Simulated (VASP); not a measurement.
Crystal: CdO (Monteponite).

```
Cd O
1.0
     0.00000    2.34950    2.34950
     2.34950    0.00000    2.34950
     2.34950    2.34950    0.00000
Cd O
1 1
Direct
  0.00000 0.00000 0.00000
  0.50000 0.50000 0.50000
```

* Program: VASP 6.6.1
* Task: relaxation of cell and atoms
* Functional: LDA
* Potentials or basis: VASP PAW LDA potentials, release 64 (Cd, O)
* Cutoff: 600 eV
* k mesh: 12 × 12 × 12
* Occupations: gaussian, width 0.03 eV
* Spin: no spin polarisation

At the start: pressure -4.6 GPa; volume 12.97 Å³/atom.

Task: Where does the relaxation end?

Result: Over 3 steps the energy falls by 5.7 meV/atom and the volume is 12.59 Å³/atom (-3.0 %); space group Fm-3m (No. 225, to 0.05 Å).

The path:
| step | energy change (eV) | largest force (eV/Å) | pressure (GPa) | volume (Å³) |
| --- | --- | --- | --- | --- |
| 1 | 0.0000 | 0.0000 | -4.57 | 25.94 |
| 2 | -0.0039 | 0.0000 | 4.06 | 24.57 |
| 3 | -0.0113 | 0.0000 | -0.04 | 25.17 |

Final structure:
```cif
data_structure
_symmetry_space_group_name_H-M 'P 1'
_symmetry_Int_Tables_number 1
_cell_length_a 3.2896
_cell_length_b 3.2896
_cell_length_c 3.2896
_cell_angle_alpha 60.000
_cell_angle_beta 60.000
_cell_angle_gamma 60.000
_cell_volume 25.17
loop_
_atom_site_label
_atom_site_type_symbol
_atom_site_fract_x
_atom_site_fract_y
_atom_site_fract_z
_atom_site_occupancy
Cd1 Cd 0.00000 0.00000 0.00000 1
O1 O 0.50000 0.50000 0.50000 1
```
